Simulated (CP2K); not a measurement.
Here is a CP2K 2026.2 calculation.

Contents of zns_bands.inp:

```
&GLOBAL
  PROJECT zns_bands
  RUN_TYPE ENERGY_FORCE
  PRINT_LEVEL LOW
&END GLOBAL
&FORCE_EVAL
  METHOD QS
  STRESS_TENSOR ANALYTICAL
  &DFT
    BASIS_SET_FILE_NAME BASIS_MOLOPT_UZH
    POTENTIAL_FILE_NAME POTENTIAL_UZH
    &MGRID
      CUTOFF 675
      REL_CUTOFF 60
      NGRIDS 5
    &END MGRID
    &QS
      METHOD GPW
      EPS_DEFAULT 1.0E-9
    &END QS
    &KPOINTS
      SCHEME MONKHORST-PACK 9 9 9
      GAMMA_CENTERED T
      SYMMETRY T
      SYMMETRY_BACKEND SPGLIB
    &END KPOINTS
    &SCF
      SCF_GUESS ATOMIC
      EPS_SCF 1.0E-6
      MAX_SCF 100
      ADDED_MOS 10
      CHOLESKY OFF
      EPS_EIGVAL 1.0E-7
      &DIAGONALIZATION ON
        ALGORITHM STANDARD
      &END DIAGONALIZATION
      &MIXING ON
        METHOD BROYDEN_MIXING
        ALPHA 0.4
        BETA 1.5
        NBUFFER 8
      &END MIXING
      &SMEAR ON
        METHOD FERMI_DIRAC
        ELECTRONIC_TEMPERATURE [K] 116.045
      &END SMEAR
    &END SCF
    &XC
      &XC_FUNCTIONAL
        &MGGA_X_R2SCAN
        &END MGGA_X_R2SCAN
        &MGGA_C_R2SCAN
        &END MGGA_C_R2SCAN
      &END XC_FUNCTIONAL
    &END XC
    &PRINT
      &KPOINTS ON
      &END KPOINTS
      &MULLIKEN ON
      &END MULLIKEN
      &MO ON
        ENERGIES T
        OCCUPATION_NUMBERS T
        &EACH
          QS_SCF 0
        &END EACH
        ADD_LAST NUMERIC
      &END MO
      &BAND_STRUCTURE
        FILE_NAME bands.bs
        ADDED_MOS 6
        &KPOINT_SET
          UNITS B_VECTOR
          NPOINTS 10
          SPECIAL_POINT GAMMA 0.00000000 0.00000000 0.00000000
          SPECIAL_POINT X 0.50000000 0.00000000 0.50000000
          SPECIAL_POINT W 0.50000000 0.25000000 0.75000000
          SPECIAL_POINT K 0.37500000 0.37500000 0.75000000
          SPECIAL_POINT GAMMA 0.00000000 0.00000000 0.00000000
          SPECIAL_POINT L 0.50000000 0.50000000 0.50000000
          SPECIAL_POINT U 0.62500000 0.25000000 0.62500000
          SPECIAL_POINT W 0.50000000 0.25000000 0.75000000
          SPECIAL_POINT L 0.50000000 0.50000000 0.50000000
          SPECIAL_POINT K 0.37500000 0.37500000 0.75000000
        &END KPOINT_SET
        &KPOINT_SET
          UNITS B_VECTOR
          NPOINTS 10
          SPECIAL_POINT U 0.62500000 0.25000000 0.62500000
          SPECIAL_POINT X 0.50000000 0.00000000 0.50000000
        &END KPOINT_SET
      &END BAND_STRUCTURE
    &END PRINT
  &END DFT
  &SUBSYS
    &CELL
      A 3.8212050455 0.0000000000 0.0000000000
      B 1.9106025228 3.3092606425 0.0000000000
      C 1.9106025228 1.1030868808 3.1200008547
      PERIODIC XYZ
    &END CELL
    &COORD
      Zn  5.7318075683 3.3092606425 2.3400006410
      S   0.0000000000 0.0000000000 0.0000000000
    &END COORD
    &KIND Zn
      BASIS_SET TZVP-MOLOPT-SCAN-GTH-q12
      POTENTIAL GTH-SCAN-q12
    &END KIND
    &KIND S
      BASIS_SET TZVP-MOLOPT-SCAN-GTH-q6
      POTENTIAL GTH-SCAN-q6
    &END KIND
    &PRINT
      &ATOMIC_COORDINATES ON
      &END ATOMIC_COORDINATES
      &CELL ON
      &END CELL
    &END PRINT
  &END SUBSYS
  &PRINT
    &FORCES ON
    &END FORCES
    &STRESS_TENSOR ON
    &END STRESS_TENSOR
  &END PRINT
&END FORCE_EVAL
```

Potentials or basis: POTENTIAL_UZH Zn GTH-SCAN-q12, S GTH-SCAN-q6; TZVP-MOLOPT-SCAN-GTH basis.

Command:

```sh
$ OMP_NUM_THREADS=1 cp2k.psmp -i zns_bands.inp -o zns_bands.out
```

Problem. What does it give for the band gap along the path?

Solution. 2.50 eV, direct.

Problem. Estimate the pressure.

Solution. -0.9 GPa.

Problem. What does it give for the band gap on the k mesh?

Solution. 2.50 eV, direct.

Problem. Estimate the Mulliken charges.

Solution. Zn +0.51; S -0.51 e.

Levels at the corners of the path, in eV from the valence-band top:
| point | band 7 | band 8 | band 9 | band 10 | band 11 | band 12 |
| --- | --- | --- | --- | --- | --- | --- |
| Γ | 0.00 | 0.00 | 0.00 | 2.50 | 6.85 | 6.85 |
| X | -4.59 | -2.33 | -2.33 | 3.75 | 4.46 | 11.67 |
| W | -4.69 | -2.86 | -2.78 | 6.10 | 6.49 | 8.47 |
| K | -4.72 | -3.20 | -1.89 | 4.51 | 6.40 | 10.04 |
| Γ | 0.00 | 0.00 | 0.00 | 2.50 | 6.85 | 6.85 |
| L | -5.44 | -0.91 | -0.91 | 3.70 | 7.44 | 7.44 |
| U | -4.72 | -3.20 | -1.89 | 4.51 | 6.40 | 10.04 |
| W | -4.69 | -2.86 | -2.78 | 6.10 | 6.49 | 8.47 |
| L | -5.44 | -0.91 | -0.91 | 3.70 | 7.44 | 7.44 |
| K | -4.72 | -3.20 | -1.89 | 4.51 | 6.40 | 10.04 |
| U | -4.72 | -3.20 | -1.89 | 4.51 | 6.40 | 10.04 |
| X | -4.59 | -2.33 | -2.33 | 3.75 | 4.46 | 11.67 |

Caveat: the basis of atomic orbitals isn't converged, which shifts pressures, moduli and gaps.

**The experiment to reproduce.**

“Electronic, vibrational, and thermodynamic properties of ZnS (zincblende and rocksalt structure)”, 2009, arxiv:0911.5022 quotes, for a bulk crystal of ZnS at 19 K: band gap 3.85 eV (direct).

A measured gap of ZnS is 3.85 eV (direct; 19 K; quoted in “Electronic, vibrational, and thermodynamic properties of ZnS (zincblende and rocksalt structure)”, 2009, arxiv:0911.5022); the calculated 2.50 eV misses it by -1.35 eV. The value is that of r2SCAN in an atomic basis (POTENTIAL_UZH Zn GTH-SCAN-q12, S GTH-SCAN-q6; TZVP-MOLOPT-SCAN-GTH basis), whose error adds to the functional's,, without temperature or zero-point motion.
